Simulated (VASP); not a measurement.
# BN (pbesol) (F-43m) in VASP: further runs, part 2 of 3

VASP 6.6.1.

### 3 Single point, PBEsol (volume scaled by 0.91)

INCAR reads:

```
SYSTEM = BN
PREC = Accurate ; ENCUT = 600
EDIFF = 1E-6 ; ISMEAR = 0
SIGMA = 0.02 ; LREAL = .FALSE.
LASPH = .TRUE. ; NELM = 120
ALGO = Normal ; ISIF = 2
LWAVE = .FALSE. ; LCHARG = .TRUE.
GGA = PS ; LELF = .TRUE.
LVHAR = .TRUE. ; NBANDS = 11
GGA_COMPAT = .FALSE.
```

KPOINTS reads:

```
Automatic mesh
0
G
  12 12 12
  0 0 0
```

POSCAR reads:

```
BN
1.0
    0.0000000000      1.7470483732      1.7470483732
    1.7470483732      0.0000000000      1.7470483732
    1.7470483732      1.7470483732      0.0000000000
B N
1 1
Direct
    0.0000000000      0.0000000000      0.0000000000
    0.2500000000      0.2500000000      0.2500000000
```

Potentials or basis: VASP PAW PBE potentials, release 64 (B, N).

Started as:

```bash
$ cat potpaw_PBE.64/B/POTCAR potpaw_PBE.64/N/POTCAR > POTCAR
$ mpirun -np 1 vasp_std > vasp.out
```

OUTCAR:

```text
SYSTEM = BN
   PREC = Accurate
   ENCUT = 600
   EDIFF = 1E-6
   ISMEAR = 0
   LREAL = .FALSE.
   LASPH = .TRUE.
   NELM = 120
   ISIF = 2
   GGA = PS

 ion  position               nearest neighbor table
   1  0.000  0.000  0.000-   2 1.51   2 1.51   2 1.51   2 1.51
   2  0.250  0.250  0.250-   1 1.51   1 1.51   1 1.51   1 1.51

  LATTYP: Found a face centered cubic cell.
 ALAT       =     3.4940967464

  Lattice vectors:

 A1 = (   0.0000000000,   1.7470483732,   1.7470483732)
 A2 = (   1.7470483732,   0.0000000000,   1.7470483732)
 A3 = (   1.7470483732,   1.7470483732,   0.0000000000)

Analysis of symmetry for initial positions (statically):
=====================================================================
 Subroutine PRICEL returns:
 Original cell was already a primitive cell.

 Routine SETGRP: Setting up the symmetry group for a
 face centered cubic supercell.

 Subroutine GETGRP returns: Found 24 space group operations
 (whereof 24 operations were pure point group operations)
 out of a pool of 48 trial point group operations.

The static configuration has the point symmetry T_d .

Analysis of symmetry for dynamics (positions and initial velocities):
=====================================================================
 Subroutine PRICEL returns:
 Original cell was already a primitive cell.

 Routine SETGRP: Setting up the symmetry group for a
 face centered cubic supercell.

 Subroutine GETGRP returns: Found 24 space group operations
 (whereof 24 operations were pure point group operations)
 out of a pool of 48 trial point group operations.

The dynamic configuration has the point symmetry T_d .

 Subroutine INISYM returns: Found 24 space group operations
 (whereof 24 operations are pure point group operations),
 and found     1 'primitive' translations

----------------------------------------------------------------------------------------

                                     Primitive cell

  volume of cell :      10.6646

  direct lattice vectors                    reciprocal lattice vectors
[... 112 lines left out ...]
   GGA     = PS    functional components
   LHFCALC =     F    Hartree Fock is set to
   AEXX    =    0.0000 exact exchange contribution
   IVDW    =     0    specifies the selected vdW correction
   LEPSILON=     F    determine dielectric tensor
   LRPA    =     F    only Hartree local field effects (RPA)
 non-spin polarized calculation
 Gauss-broadening in eV      SIGMA  =   0.02
  energy-cutoff  :      600.00
  volume of cell :       10.66
 maximum number of plane-waves:       366
   NGX =  9   NGY =  9   NGZ =  9

 number of electron       8.0000001 magnetization

 Free energy of the ion-electron system (eV)
  ---------------------------------------------------
  ext. energy  EPLUGINS =         0.00000000
  ---------------------------------------------------
  free energy    TOTEN  =       -18.21158458 eV

  energy without entropy =      -18.21158458  energy(sigma->0) =      -18.21158458

 E-fermi :   8.8933     XC(G=0): -13.5216

 val. band max:        8.6735061150   @ k =   0.0000   0.0000   0.0000
 cond. band min:      13.0505030445   @ k =   0.5000   0.5000   0.0000
 fundamental gap:      4.3769969295
 Fermi energy:         8.8932827481

 k-point     1 :       0.0000    0.0000    0.0000
  band No.  band energies     occupation
      1     -12.7913      2.00000
      2       8.6735      2.00000
      3       8.6735      2.00000
      4       8.6735      2.00000
      5      17.9144      0.00000
      6      17.9144      0.00000
      7      17.9144      0.00000
      8      20.6392      0.00000
      9      35.1434      0.00000
     10      37.6467      0.00000
     11      37.6467      0.00000
[... 309 lines left out ...]
 k-point    24 :      -0.4167    0.1667    0.0000
  band No.  band energies     occupation
      1      -7.6207      2.00000
      2      -2.3246      2.00000
      3       4.1682      2.00000
      4       5.8108      2.00000
      5      18.3368      0.00000
      6      21.6137      0.00000
      7      22.1276      0.00000
      8      25.6323      0.00000
      9      30.8508      0.00000
     10      35.1686      0.00000
     11      37.3742      0.00000

 [... further k-points ...]
[... 5 lines left out ...]
  --------------------------------------------------------------------------------------
  -------------------------------------------------------------------------------------
  Total        2.9194797      2.9194797      2.9194797      0.0000000      0.0000000      0.0000000
  in kB      438.6026536    438.6026536    438.6026536      0.0000000      0.0000000      0.0000000
  external PRESSURE =     438.6026536 kB  Pullay stress =       0.0000000 kB

 VOLUME and BASIS-vectors are now :
 -----------------------------------------------------------------------------
  energy-cutoff  :      600.00
  volume of cell :       10.66
      direct lattice vectors                 reciprocal lattice vectors
     0.000000000  1.747048373  1.747048373    -0.286196998  0.286196998  0.286196998
     1.747048373  0.000000000  1.747048373     0.286196998 -0.286196998  0.286196998
     1.747048373  1.747048373  0.000000000     0.286196998  0.286196998 -0.286196998

 POSITION                                       TOTAL-FORCE (eV/Angst)
 -----------------------------------------------------------------------------------
      0.00000      0.00000      0.00000        -0.000000     -0.000000     -0.000000
      0.87352      0.87352      0.87352         0.000000      0.000000      0.000000
 -----------------------------------------------------------------------------------
    total drift:                                0.000000      0.000000      0.000000

  FREE ENERGIE OF THE ION-ELECTRON SYSTEM (eV)
  ---------------------------------------------------
  free  energy   TOTEN  =       -18.2115845774 eV

  energy  without entropy=      -18.2115845774  energy(sigma->0) =      -18.21158458
```

stdout:

```text
POSCAR found type information on POSCAR B N
 POSCAR found :  2 types and       2 ions
 scaLAPACK will be used
 -----------------------------------------------------------------------------
|                                                                             |
|                                                                             |
|     You enforced a specific xc type in the INCAR file but a different       |
|     I HOPE YOU KNOW WHAT YOU ARE DOING!                                     |
|                                                                             |
 -----------------------------------------------------------------------------

 LDA part: xc-table for (Slater+PW92), standard interpolation
 POSCAR, INCAR and KPOINTS ok, starting setup
 FFT: planning ... GRIDC
 FFT: planning ... GRID_SOFT
 FFT: planning ... GRID
 WAVECAR not read
 entering main loop
```

Wall time 5.5 s (1 thread of AMD EPYC 9R45 (Zen 5), shared host); peak memory 0.09 GiB.

What came out:

```yaml
Free_energy: -18.2116 eV
Pressure: 43.9 GPa
Band_gap_on_the_k_mesh: 4.38 eV, indirect (least direct gap 9.24 eV)
```

Caveat: the cell differs from its parent crystal (volume scaled by 0.91); the PAW data sets were made with another functional, which shifts forces and pressure a little.

### 4 Single point, PBEsol

This run uses another cell than the first one, of 5.86 Å³/atom, 1.064 times its volume.

INCAR reads:

```
SYSTEM = BN
  PREC = Accurate
  ENCUT = 600
  EDIFF = 1E-6
  ISMEAR = 0
  SIGMA = 0.02
  LREAL = .False.
  LASPH = .True.
  NELM = 120
  ALGO = Normal
  ISIF = 2
  LWAVE = .False.
  LCHARG = .False.
  GGA = PS
  NBANDS = 11
  GGA_COMPAT = .False.
```

KPOINTS reads:

```
regular mesh
0
Gamma
  12 12 12
  0 0 0
```

POSCAR reads:

```
BN
1.0
    0.0000000000      1.8028425491      1.8028425491
    1.8028425491      0.0000000000      1.8028425491
    1.8028425491      1.8028425491      0.0000000000
B N
1 1
Direct
    0.0000000000      0.0000000000      0.0000000000
    0.2500000000      0.2500000000      0.2500000000
```

Started as:

```bash
$ cat potpaw_PBE.64/B/POTCAR potpaw_PBE.64/N/POTCAR > POTCAR
$ mpirun -np 1 vasp_std > vasp.out
```

Wall time 5.4 s (1 thread of AMD EPYC 9R45 (Zen 5), shared host); peak memory 0.09 GiB.

Results (log left out):

| Item | Value |
| --- | --- |
| Free energy | -18.3507 eV |
| Pressure | 0.3 GPa |
| Band gap on the k mesh | 4.28 eV, indirect (least direct gap 8.80 eV) |

Levels at points of the mesh, in eV from the valence-band top:
```csv
k point,band 1,band 2,band 3,band 4,band 5,band 6,band 7,band 8
"(0.00, 0.00, 0.00)",-20.34,0.00,0.00,0.00,8.80,8.80,8.80,10.39
"(0.50, 0.00, 0.00)",-16.04,-10.85,-1.96,-1.96,10.19,10.66,10.66,15.15
"(0.50, 0.50, 0.00)",-14.65,-9.02,-4.98,-4.98,4.28,9.13,18.00,18.00
```

Caveat: the PAW data sets were made with another functional, which shifts forces and pressure a little.

### 5 Single point, PBEsol (volume scaled by 0.97)

INCAR reads:

```
SYSTEM = BN
ALGO     = Normal         ! electronic algorithm
EDIFF    = 1E-6           ! SCF threshold, eV
ENCUT    = 600            ! plane-wave cutoff, eV
GGA      = PS             ! functional
GGA_COMPAT= .FALSE.      
ISIF     = 2              ! what is computed and relaxed
ISMEAR   = 0              ! smearing method
LASPH    = .TRUE.         ! aspherical terms in the spheres
LCHARG   = .TRUE.         ! write CHGCAR
LELF     = .TRUE.         ! ELF
LREAL    = .FALSE.        ! projectors in reciprocal space
LVHAR    = .TRUE.       
LWAVE    = .FALSE.        ! write WAVECAR
NBANDS   = 11             ! bands
NELM     = 120            ! most SCF steps
PREC     = Accurate       ! precision mode
SIGMA    = 0.02           ! smearing width, eV
```

KPOINTS reads:

```
k-points
0
G
  12 12 12
  0 0 0
```

POSCAR reads:

```
BN
1.0
    0.0000000000      1.7846307732      1.7846307732
    1.7846307732      0.0000000000      1.7846307732
    1.7846307732      1.7846307732      0.0000000000
B N
1 1
Direct
    0.0000000000      0.0000000000      0.0000000000
    0.2500000000      0.2500000000      0.2500000000
```

Potentials or basis: VASP PAW PBE potentials, release 64 (B, N).

Started as:

```bash
$ cat potpaw_PBE.64/B/POTCAR potpaw_PBE.64/N/POTCAR > POTCAR
$ mpirun -np 1 vasp_std > vasp.out
```

OUTCAR:

```text
SYSTEM = BN
   EDIFF = 1E-6
   ENCUT = 600
   GGA = PS
   ISIF = 2
   ISMEAR = 0
   LASPH = .TRUE.
   LREAL = .FALSE.
   NELM = 120
   PREC = Accurate

 ion  position               nearest neighbor table
   1  0.000  0.000  0.000-   2 1.55   2 1.55   2 1.55   2 1.55
   2  0.250  0.250  0.250-   1 1.55   1 1.55   1 1.55   1 1.55

  LATTYP: Found a face centered cubic cell.
 ALAT       =     3.5692615464

  Lattice vectors:

 A1 = (   0.0000000000,   1.7846307732,   1.7846307732)
 A2 = (   1.7846307732,   0.0000000000,   1.7846307732)
 A3 = (   1.7846307732,   1.7846307732,   0.0000000000)

Analysis of symmetry for initial positions (statically):
=====================================================================
 Subroutine PRICEL returns:
 Original cell was already a primitive cell.

 Routine SETGRP: Setting up the symmetry group for a
 face centered cubic supercell.

 Subroutine GETGRP returns: Found 24 space group operations
 (whereof 24 operations were pure point group operations)
 out of a pool of 48 trial point group operations.

The static configuration has the point symmetry T_d .

Analysis of symmetry for dynamics (positions and initial velocities):
=====================================================================
 Subroutine PRICEL returns:
 Original cell was already a primitive cell.

 Routine SETGRP: Setting up the symmetry group for a
 face centered cubic supercell.

 Subroutine GETGRP returns: Found 24 space group operations
 (whereof 24 operations were pure point group operations)
 out of a pool of 48 trial point group operations.

The dynamic configuration has the point symmetry T_d .

 Subroutine INISYM returns: Found 24 space group operations
 (whereof 24 operations are pure point group operations),
 and found     1 'primitive' translations

----------------------------------------------------------------------------------------

                                     Primitive cell

  volume of cell :      11.3678

  direct lattice vectors                    reciprocal lattice vectors
     0.000000000  1.784630773  1.784630773    -0.280169998  0.280169998  0.280169998
     1.784630773  0.000000000  1.784630773     0.280169998 -0.280169998  0.280169998
     1.784630773  1.784630773  0.000000000     0.280169998  0.280169998 -0.280169998

  length of vectors
     2.523849043  2.523849043  2.523849043     0.485268671  0.485268671  0.485268671

  position of ions in fractional coordinates (direct lattice)
     0.000000000  0.000000000  0.000000000
     0.250000000  0.250000000  0.250000000

  ion indices of the primitive-cell ions
   primitive index   ion index
                 1           1
                 2           2

----------------------------------------------------------------------------------------

 KPOINTS: k-points

Automatic generation of k-mesh.
 Grid dimensions read from file:
 generate k-points for:   12   12   12

 Generating k-lattice:

  Cartesian coordinates                     Fractional coordinates (reciprocal lattice)
    -0.023347500  0.023347500  0.023347500     0.083333333  0.000000000  0.000000000
     0.023347500 -0.023347500  0.023347500     0.000000000  0.083333333  0.000000000
     0.023347500  0.023347500 -0.023347500     0.000000000  0.000000000  0.083333333

  Length of vectors
     0.040439056  0.040439056  0.040439056

  Shift w.r.t. Gamma in fractional coordinates (k-lattice)
     0.000000000  0.000000000  0.000000000

 Subroutine IBZKPT returns following result:
 ===========================================

 Found     72 irreducible k-points:

 Following reciprocal coordinates:
            Coordinates               Weight
  0.000000  0.000000  0.000000      1.000000
  0.083333  0.000000  0.000000      8.000000
  0.166667  0.000000  0.000000      8.000000
  0.250000  0.000000  0.000000      8.000000
  0.333333  0.000000  0.000000      8.000000
  0.416667  0.000000  0.000000      8.000000
[... 16 lines left out ...]
  0.500000  0.166667  0.000000     24.000000
 -0.416667  0.166667  0.000000     24.000000
 [... further k-points ...]
   k-points           NKPTS =     72   k-points in BZ     NKDIM =     72   number of bands    NBANDS=     11
   number of dos      NEDOS =    301   number of ions     NIONS =      2
   total plane-waves  NPLWV =   8000
   dimension x,y,z NGX =    20 NGY =   20 NGZ =   20
   dimension x,y,z NGXF=    40 NGYF=   40 NGZF=   40
   ions per type =               1   1
   NGX,Y,Z   is equivalent  to a cutoff of  13.17, 13.17, 13.17 a.u.
   NGXF,Y,Z  is equivalent  to a cutoff of  26.35, 26.35, 26.35 a.u.
 SYSTEM =  BN
   PREC   = accura    normal or accurate (medium, high low for compatibility)
   ISTART =      0    job   : 0-new  1-cont  2-samecut
   ICHARG =      2    charge: 1-file 2-atom 10-const
   ISPIN  =      1    spin polarized calculation?
   LNONCOLLINEAR =      F non collinear calculations
   LSORBIT =      F    spin-orbit coupling
   LASPH  =      T    aspherical Exc in radial PAW
   ENCUT  =  600.0 eV  44.10 Ry    6.64 a.u.   5.04  5.04  5.04*2*pi/ulx,y,z
   NELM   =    120;   NELMIN=  2; NELMDL= -5     # of ELM steps
   EDIFF  = 0.1E-05   stopping-criterion for ELM
   LREAL  =      F    real-space projection
   EDIFFG = 0.1E-04   stopping-criterion for IOM
   NSW    =      0    number of steps for IOM
   IBRION =     -1    ionic relax: 0-MD 1-quasi-New 2-CG
   NFREE  =      0    steps in history (QN), initial steepest desc. (CG)
   ISIF   =      2    stress and relaxation
   ISYM   =      2    0-nonsym 1-usesym 2-fastsym
   POTIM  = 0.5000    time-step for ionic-motion
   TEBEG  =    0.0;   TEEND  =   0.0 temperature during run
   PSTRESS=    0.0 pullay stress
   NELECT =       8.0000    total number of electrons
   NUPDOWN=      -1.0000    fix difference up-down
   EMIN   =  10.00;   EMAX   =-10.00  energy-range for DOS
   EFERMI =   0.00;   METHOD = LEGACY
   ISMEAR =     0;   SIGMA  =   0.02  broadening in eV -4-tet -1-fermi 0-gaus
   EFERMI_NEDOS =   21; number of points for ismear=-14 and -15
   IALGO  =     38    algorithm
   IMIX   =      4    mixing-type and parameters
     AMIX     =   0.40;   BMIX     =  1.00
     AMIX_MAG =   1.60;   BMIX_MAG =  1.00
  volume/ion in A,a.u.               =       5.68        38.36
  Fermi-wavevector in a.u.,A,eV,Ry     =   1.456173  2.751769 28.850354  2.120441
  Thomas-Fermi vector in A             =   2.573122
   LORBIT       =      0    0 simple, 1 ext, 2 COOP (PROOUT), +10 PAW based schemes
   GGA     = PS    functional components
   LHFCALC =     F    Hartree Fock is set to
   AEXX    =    0.0000 exact exchange contribution
   IVDW    =     0    specifies the selected vdW correction
   LEPSILON=     F    determine dielectric tensor
   LRPA    =     F    only Hartree local field effects (RPA)
 non-spin polarized calculation
 Gauss-broadening in eV      SIGMA  =   0.02
  energy-cutoff  :      600.00
  volume of cell :       11.37
 maximum number of plane-waves:       392
   NGX =  9   NGY =  9   NGZ =  9

 number of electron       7.9999998 magnetization

 Free energy of the ion-electron system (eV)
  ---------------------------------------------------
  ext. energy  EPLUGINS =         0.00000000
  ---------------------------------------------------
  free energy    TOTEN  =       -18.33541310 eV

  energy without entropy =      -18.33541310  energy(sigma->0) =      -18.33541310

 E-fermi :   8.0612     XC(G=0): -13.2038

 val. band max:        7.8409913240   @ k =   0.0000   0.0000   0.0000
 cond. band min:      12.1561005681   @ k =   0.5000   0.5000   0.0000
 fundamental gap:      4.3151092441
 Fermi energy:         8.0611760517

 k-point     1 :       0.0000    0.0000    0.0000
  band No.  band energies     occupation
      1     -12.8546      2.00000
      2       7.8410      2.00000
      3       7.8410      2.00000
      4       7.8410      2.00000
      5      16.7817      0.00000
      6      16.7817      0.00000
      7      16.7817      0.00000
      8      18.7324      0.00000
      9      33.0732      0.00000
     10      36.0028      0.00000
     11      36.0028      0.00000
[... 309 lines left out ...]
 k-point    24 :      -0.4167    0.1667    0.0000
  band No.  band energies     occupation
      1      -8.0232      2.00000
      2      -2.5741      2.00000
      3       3.5618      2.00000
      4       5.1558      2.00000
      5      17.2089      0.00000
      6      20.2994      0.00000
      7      20.4591      0.00000
      8      23.9398      0.00000
      9      29.1689      0.00000
     10      33.5069      0.00000
     11      35.1785      0.00000

 [... further k-points ...]
[... 5 lines left out ...]
  --------------------------------------------------------------------------------------
  -------------------------------------------------------------------------------------
  Total        0.9121410      0.9121410      0.9121410     -0.0000000      0.0000000      0.0000000
  in kB      128.5575057    128.5575057    128.5575057     -0.0000000      0.0000000      0.0000000
  external PRESSURE =     128.5575057 kB  Pullay stress =       0.0000000 kB

 VOLUME and BASIS-vectors are now :
 -----------------------------------------------------------------------------
  energy-cutoff  :      600.00
  volume of cell :       11.37
      direct lattice vectors                 reciprocal lattice vectors
     0.000000000  1.784630773  1.784630773    -0.280169998  0.280169998  0.280169998
     1.784630773  0.000000000  1.784630773     0.280169998 -0.280169998  0.280169998
     1.784630773  1.784630773  0.000000000     0.280169998  0.280169998 -0.280169998

 POSITION                                       TOTAL-FORCE (eV/Angst)
 -----------------------------------------------------------------------------------
      0.00000      0.00000      0.00000         0.000000      0.000000      0.000000
      0.89232      0.89232      0.89232        -0.000000     -0.000000     -0.000000
 -----------------------------------------------------------------------------------
    total drift:                                0.000000      0.000000      0.000000

  FREE ENERGIE OF THE ION-ELECTRON SYSTEM (eV)
  ---------------------------------------------------
  free  energy   TOTEN  =       -18.3354131045 eV

  energy  without entropy=      -18.3354131045  energy(sigma->0) =      -18.33541310
```

Run time: 5.6 s. Hardware: 1 thread of AMD EPYC 9R45 (Zen 5), shared host; peak memory 0.09 GiB.

What came out:

- Free energy: -18.3354 eV
- Pressure: 12.9 GPa
- Band gap on the k mesh: 4.32 eV, indirect (least direct gap 8.94 eV)

Levels at points of the mesh, in eV from the valence-band top:
```
           k point  band 1  band 2  band 3  band 4  band 5  band 6  band 7  band 8  band 9
(0.00, 0.00, 0.00)  -20.70    0.00    0.00    0.00    8.94    8.94    8.94   10.89   25.23
(0.50, 0.00, 0.00)  -16.24  -11.14   -2.02   -2.02   10.59   10.83   10.83   15.46   23.74
(0.50, 0.50, 0.00)  -14.81   -9.22   -5.13   -5.13    4.32    9.30   18.47   18.47   21.28
```

Caveat: the cell differs from its parent crystal (volume scaled by 0.97); the PAW data sets were made with another functional, which shifts forces and pressure a little. A k mesh can miss the band edges.

(Continued in part 3 of 3.)
